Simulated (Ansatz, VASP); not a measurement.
# Rh in VASP and in Ansatz

```
CELL_PARAMETERS angstrom
2.76692 0.00000 0.00000
-1.38346 2.39622 0.00000
0.00000 0.00000 4.48677
ATOMIC_POSITIONS crystal
Rh 0.66667 0.33333 0.75000
Rh 0.33333 0.66667 0.25000
```

This isn't the form of Rh at room conditions, which is fcc.

Alike in both runs: task single point; functional LDA; k mesh 12 × 12 × 7; no spin polarisation.

```csv
,VASP,Ansatz
version,VASP 6.6.1,Ansatz 0.2.0
potentials or method,"VASP PAW LDA potentials, release 64 (Rh_pv)","plane waves, PAW"
plane-wave cutoff (eV),520,500
occupations,"methfessel-paxton of order 1, width 0.1 eV","cold, width 0.1 eV"
valence electrons in the cell,30,34
```

|  | VASP | Ansatz | Ansatz less VASP |
| --- | --- | --- | --- |
| pressure (GPa) | -26.3 | -26.9 | -0.60 |
| largest component of the traceless stress (GPa) | 0.18 | 0.32 | +0.146 |

The two sets of potentials don't hold the same shells in valence.

Caveats: so large a pressure means that the cell lies far from this level's equilibrium, or that cutoff or potentials fall short (VASP).
